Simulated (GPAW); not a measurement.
# Pd (Fm-3m) in GPAW: a series of runs

The runs below take Pd through single point, with PBE.

Program: GPAW 26.7.0. These are calculated values, not measurements. Logs are shortened: lines on timing, memory, paths and dates and some standing lists are left out, and cuts for length are marked. The log counts tension as positive stress, the text compression.

**1. The structure**

It takes space group Fm-3m (No. 225, cubic). The conventional cell has a = 3.893 Å, b = 3.893 Å, c = 3.893 Å, α = 90.00°, β = 90.00°, γ = 90.00°. Around Pd (site symmetry m-3m) lie 12 Pd at 2.75 Å.

**2. Single point, PBE**

Contents of run.py:

```python
from ase.dft.bandgap import bandgap
from ase.io import read, write
from ase.units import GPa
from gpaw import GPAW, PW

atoms = read('POSCAR')

calc = GPAW(mode=PW(600),
            xc='PBE',
            kpts={'size': (12, 12, 12), 'gamma': True},
            occupations={'name': 'methfessel-paxton', 'order': 0, 'width': 0.017},
            nbands=17,
            convergence={'density': 1e-05, 'energy': 1e-05},
            maxiter=150,
            txt='gpaw.txt')
atoms.calc = calc
energy = atoms.get_potential_energy()
forces = atoms.get_forces()
stress = atoms.get_stress()
calc.write('gs.gpw')
write('result.traj', atoms)
print(f'Energy: {energy:.6f} eV')
print('Forces (eV/A):')
print(forces.round(4))
print('Stress (GPa):', (stress / GPa).round(3))
print('Fermi level:', round(calc.get_fermi_level(), 4), 'eV')
print(f'Gap: {bandgap(calc)[0]:.4f} eV, direct: {bandgap(calc, direct=True)[0]:.4f} eV')
```

Contents of POSCAR:

```
Pd
1.0
    0.0000000000      1.9465000000      1.9465000000
    1.9465000000      0.0000000000      1.9465000000
    1.9465000000      1.9465000000      0.0000000000
Pd
1
Direct
    0.0000000000      0.0000000000      0.0000000000
```

Potentials or basis: GPAW PAW data sets (gpaw-data 1.2.1), pw.

The run is started by

```
OMP_NUM_THREADS=1 python run.py
```

gpaw.txt:

```text
__  _  _
 | _ |_)|_||  |
 |__||  | ||/\| - 26.7.0

Input parameters:
  mode=PW(ecut=600.0),
  convergence={'density': 1e-05, 'energy': 1e-05},
  kpts=MonkhorstPack(size=(12, 12, 12), gamma=True),
  maxiter=150,
  nbands=17,
  occupations=Occupations(name='methfessel-paxton', order=0, width=0.017),
  xc=XC(name='PBE')

Diagonalizing LCAO Hamiltonian
Converting LCAO to pw mode

       Pd

Atoms  # Å, Bohr magnetons
|   | symbol |        x |        y |        z |    initial magnetic moments |
|---|--------|----------|----------|----------|-----------------------------|
| 0 |     Pd | 0.000000 | 0.000000 | 0.000000 | ( 0.0000,  0.0000,  0.0000) |

Unit cell  # Å
| periodic |        x |        y |        z |  lengths |    angles |
|----------|----------|----------|----------|----------|-----------|
|      yes | 0.000000 | 1.946500 | 1.946500 | 2.752767 | 60.000000 |
|      yes | 1.946500 | 0.000000 | 1.946500 | 2.752767 | 60.000000 |
|      yes | 1.946500 | 1.946500 | 0.000000 | 2.752767 | 60.000000 |

Number of symmetries: 48
Symmetry operations  # r_c * U_cc + t_c -> r_c
|    | kind |            matrix            |
|----|------|------------------------------|
|  0 |  σ   |  1, 0, 0,  1, 0,-1,  1,-1, 0 |
|  1 |  C2  |  1, 0, 0,  1,-1, 0,  1, 0,-1 |
|  2 |  E   |  1, 0, 0,  0, 1, 0,  0, 0, 1 |
|  3 |  σ   |  1, 0, 0,  0, 0, 1,  0, 1, 0 |
|  4 |  C4  |  1, 0,-1,  1, 0, 0,  1,-1, 0 |
|  5 |  S6  |  1, 0,-1,  1,-1, 0,  1, 0, 0 |
|  6 |  σ   |  1, 0,-1,  0, 1,-1,  0, 0,-1 |
|  7 |  C3  |  1, 0,-1,  0, 0,-1,  0, 1,-1 |
|  8 |  S6  |  1,-1, 0,  1, 0, 0,  1, 0,-1 |
|  9 |  C4  |  1,-1, 0,  1, 0,-1,  1, 0, 0 |
| 10 |  C3  |  1,-1, 0,  0,-1, 1,  0,-1, 0 |
| 11 |  σ   |  1,-1, 0,  0,-1, 0,  0,-1, 1 |
| 12 |  σ   |  0, 1, 0,  1, 0, 0,  0, 0, 1 |
| 13 |  C4  |  0, 1, 0,  0, 1,-1, -1, 1, 0 |
| 14 |  C3  |  0, 1, 0,  0, 0, 1,  1, 0, 0 |
| 15 |  S6  |  0, 1, 0, -1, 1, 0,  0, 1,-1 |
| 16 |  C2  |  0, 1,-1,  1, 0,-1,  0, 0,-1 |
| 17 |  σ   |  0, 1,-1,  0, 1, 0, -1, 1, 0 |
| 18 |  S4  |  0, 1,-1,  0, 0,-1,  1, 0,-1 |
| 19 |  C4  |  0, 1,-1, -1, 1, 0,  0, 1, 0 |
| 20 |  C3  |  0, 0, 1,  1, 0, 0,  0, 1, 0 |
| 21 |  σ   |  0, 0, 1,  0, 1, 0,  1, 0, 0 |
| 22 |  S6  |  0, 0, 1,  0,-1, 1, -1, 0, 1 |
| 23 |  C4  |  0, 0, 1, -1, 0, 1,  0,-1, 1 |
| 24 |  S4  |  0, 0,-1,  1, 0,-1,  0, 1,-1 |
| 25 |  C3  |  0, 0,-1,  0, 1,-1,  1, 0,-1 |
| 26 |  C2  |  0, 0,-1,  0,-1, 0, -1, 0, 0 |
| 27 |  S6  |  0, 0,-1, -1, 0, 0,  0,-1, 0 |
| 28 |  S4  |  0,-1, 1,  1,-1, 0,  0,-1, 0 |
| 29 |  C4  |  0,-1, 1,  0, 0, 1, -1, 0, 1 |
| 30 |  C2  |  0,-1, 1,  0,-1, 0,  1,-1, 0 |
| 31 |  σ   |  0,-1, 1, -1, 0, 1,  0, 0, 1 |
| 32 |  C3  |  0,-1, 0,  1,-1, 0,  0,-1, 1 |
| 33 |  S6  |  0,-1, 0,  0, 0,-1, -1, 0, 0 |
| 34 |  S4  |  0,-1, 0,  0,-1, 1,  1,-1, 0 |
| 35 |  C2  |  0,-1, 0, -1, 0, 0,  0, 0,-1 |
| 36 |  C2  | -1, 1, 0,  0, 1, 0,  0, 1,-1 |
| 37 |  S6  | -1, 1, 0,  0, 1,-1,  0, 1, 0 |
| 38 |  S4  | -1, 1, 0, -1, 0, 1, -1, 0, 0 |
| 39 |  C3  | -1, 1, 0, -1, 0, 0, -1, 0, 1 |
| 40 |  S6  | -1, 0, 1,  0, 0, 1,  0,-1, 1 |
| 41 |  C2  | -1, 0, 1,  0,-1, 1,  0, 0, 1 |
| 42 |  C3  | -1, 0, 1, -1, 1, 0, -1, 0, 0 |
| 43 |  S4  | -1, 0, 1, -1, 0, 0, -1, 1, 0 |
| 44 |  C2  | -1, 0, 0,  0, 0,-1,  0,-1, 0 |
| 45 |  i   | -1, 0, 0,  0,-1, 0,  0, 0,-1 |
| 46 |  σ   | -1, 0, 0, -1, 1, 0, -1, 0, 1 |
| 47 |  C2  | -1, 0, 0, -1, 0, 1, -1, 1, 0 |

BZ-sampling:
  Number of BZ points: 1728
  Number of IBZ points: 72

  Monkhorst-Pack size: [12, 12, 12]
  Monkhorst-Pack shift: [0.041666666666666664, 0.041666666666666664, 0.041666666666666664]

K-points  # in reciprocal-cell coordinates
|     |                                coordinates |     weight |
|-----|--------------------------------------------|------------|
|   0 | ( -0.00000000,  -0.00000000,  -0.00000000) | 0.00057870 |
|   1 | (  0.08333333,   0.08333333,  -0.00000000) | 0.00347222 |
|   2 | (  0.08333333,   0.08333333,   0.08333333) | 0.00462963 |
|   3 | (  0.16666667,   0.08333333,   0.08333333) | 0.00694444 |
|   4 | (  0.16666667,   0.16666667,  -0.00000000) | 0.00347222 |
|   5 | (  0.16666667,   0.16666667,   0.08333333) | 0.01388889 |
|   6 | (  0.16666667,   0.16666667,   0.16666667) | 0.00462963 |
|   7 | (  0.25000000,   0.16666667,   0.08333333) | 0.01388889 |
|   8 | (  0.25000000,   0.16666667,   0.16666667) | 0.01388889 |
|   9 | (  0.25000000,   0.25000000,  -0.00000000) | 0.00347222 |
| ... |                                            |            |
|  71 | (  0.50000000,   0.50000000,   0.50000000) | 0.00231481 |

Plane wave coefficients: 531
Cutoff: 600.0 eV

Spin-components: 1 (collinear spins)
Bands:           17
Projectors:      6
Spin-degeneracy: 2
Datatype:        complex128

Parallelization:
  kpt:    1
  domain: 1
  band:   1

Density:
  Valence electrons: 16.0
  Components: 1
  Grid points: [16 16 16]
  Charge: 0.0  # |e|

Potential:
  Grid points: [16 16 16]

species:
  Pd:
    name:    Palladium
    Z:       46.0
    valence: 16
    core:    30
    charge:  0.0  # [|e|]
    compensation charges:
      type: gauss
      rc: 0.38  # [Å]
      lmax: 2
    cutoffs:
      filter: 2.38  # [Å]
      core: 2.28  # [Å]
    projectors
    | kind |    occ | energy [eV] | rcut [Å] |
    |------|--------|-------------|----------|
    |   5s |  0.000 |      -3.315 |    1.228 |
    |   4p |  6.000 |     -51.209 |    1.360 |
    |   5p |  0.000 |      -0.314 |    1.360 |
    |   4d | 10.000 |      -4.047 |    1.228 |
    |    s |        |      23.896 |    1.228 |
    |    d |        |      23.165 |    1.228 |

    Using partial waves for Pd as LCAO basis

Reference energy: -137227.490718  # eV

eigensolver:
  PPCG
  Converge bands: occupied
  niter=2

density mixing:
  MSR1-Mixer
  Pratt-step length: 0.05
  Maximum mixing coefficient: 0.75
  Old densities: 10
  SVD Regularization: 0.005
  Good broyden scale: 1.0
  Trust region scale: 1.0
  Backstep threshold: 4.0
  History deletion threshold: 6.0
  Fourier metric: weight=20.0, sigma=0.015

occupation numbers:
  Methfessel-Paxton:
    width: 0.0170  # eV
    order: 0

poisson solver:
  ecut: 4800.0  # eV

xc functional:
  name: PBE with 2 nearest neighbor stencil

convergence criteria:
- Maximum integral of absolute [dens]ity change: 1e-05 electrons / valence electron
- Maximum [total energy] change in last 3 cyles: 1e-05 eV / valence electron
- Maximum integral of absolute [eigenst]ate change: 4e-08 eV^2 / valence electron
maximum number of iterations: 150

SCF iterations
|iter     | |      energy | eigst |  dens |
|---------|-|-------------|-------|-------|
|iter:   1| |   -4.845207 | -0.14 |       |
|iter:   2| |   -4.608759 | -2.59 | -0.98 |
|iter:   3| |   -3.880568 | -1.45 | -1.04 |
|iter:   4| |   -3.871973 | -3.37 | -2.03 |
|iter:   5| |   -3.869133 | -3.35 | -2.14 |
|iter:   6| |   -3.868905 | -5.05 | -2.81 |
|iter:   7| |   -3.868906 | -7.40 | -3.90 |
|iter:   8| |   -3.868906c| -8.04c| -4.51 |
|iter:   9| |   -3.868906c| -8.97c| -5.37c|

Converged in 9 steps
Energy contributions relative to reference atoms: (reference = -137227.490718)

Energy contributions:
  Kinetic:          -1.776222
  Coulomb:          -2.667897
  Zero:             -0.152787
  External:          0.000000
  Xc:                0.728568
  Entropy:          -0.001137
  Spinorbit:         0.000000
  ----------------------------
  Free energy:      -3.869475
  Extrapolated:     -3.868906

dipole moment: (-11.556165, -11.556165, -11.556165)  # |e|*Ang

Fermi level: 9.466
Eigenvalues  # (at kpt = [-0.000, -0.000, -0.000])
| band index |      eig [eV] | occ [0-2] |
|------------|---------------|-----------|
|          0 |       -40.183 |     2.000 |
|          1 |       -40.183 |     2.000 |
|          2 |       -40.183 |     2.000 |
|          3 |         2.360 |     2.000 |
|          4 |         6.652 |     2.000 |
|          5 |         6.652 |     2.000 |
|          6 |         6.652 |     2.000 |
|          7 |         8.262 |     2.000 |
|          8 |         8.262 |     2.000 |
|          9 |        26.958 |     0.000 |
|         10 |        31.991 |     0.000 |
|         11 |        31.991 |     0.000 |
|         12 |        31.991 |     0.000 |
|         13 |        36.615 |     0.000 |
|         14 |        39.720 |     0.000 |
|         15 |        39.720 |     0.000 |
|         16 |        39.720 |     0.000 |

No gap
No difference between direct/indirect transitions

Forces  # eV/Ang
|       x |       y |       z |
|---------|---------|---------|
| 0.00000 | 0.00000 | 0.00000 |  # Pd   0

Stress tensor  # eV/Ang^3
|         x |         y |         z |
|-----------|-----------|-----------|
| -0.042815 |  0.000000 |  0.000000 |
|  0.000000 | -0.042815 | -0.000000 |
|  0.000000 | -0.000000 | -0.042815 |

# Writing to gs.gpw (mode='')
```

Run time: 11 s. Hardware: 1 thread of Arm Neoverse V1, shared host; peak memory 0.14 GiB.

Results:

```
Free energy            : -3.8695 eV
Pressure               : 6.9 GPa
Band gap on the k mesh : none (metal or under the smearing width)
```

**3. Single point, PBE**

run.py: that of step 2 with these lines changed.

```diff
@@ -1,3 +1,4 @@
+from ase import Atoms
 from ase.dft.bandgap import bandgap
-from ase.io import read, write
+from ase.io import write
 from ase.units import GPa
@@ -5,3 +6,8 @@
 
-atoms = read('POSCAR')
+atoms = Atoms(['Pd'],
+              cell=[[0.0, 1.9465, 1.9465],
+                    [1.9465, 0.0, 1.9465],
+                    [1.9465, 1.9465, 0.0]],
+              scaled_positions=[[0.0, 0.0, 0.0]],
+              pbc=True)
 
@@ -10,3 +16,3 @@
             kpts={'size': (12, 12, 12), 'gamma': True},
-            occupations={'name': 'methfessel-paxton', 'order': 0, 'width': 0.017},
+            occupations={'name': 'methfessel-paxton', 'order': 0, 'width': 0.018000000000000002},
             nbands=17,
```

Potentials or basis: GPAW PAW data sets (gpaw-data 1.2.1), pw.

The run is started by

```
OMP_NUM_THREADS=1 python run.py
```

Run time: 11 s. Hardware: 1 thread of Arm Neoverse V1, shared host; peak memory 0.13 GiB.

The run converged. Its results:

| Property | Result |
| --- | --- |
| Free energy | -3.8695 eV |
| Pressure | 6.9 GPa |
| Band gap on the k mesh | none (metal or under the smearing width) |

Levels at points of the mesh, in eV from the Fermi level:
```
           k point  band 6  band 7  band 8  band 9  band 10  band 11
(0.00, 0.00, 0.00)   -2.81   -2.81   -1.20   -1.20    17.49    22.52
(0.50, 0.50, 0.00)   -0.03    0.32    0.32    3.36    10.80    13.52
(0.50, 0.50, 0.50)   -2.86    0.00    0.00    1.02     7.36    16.80
```
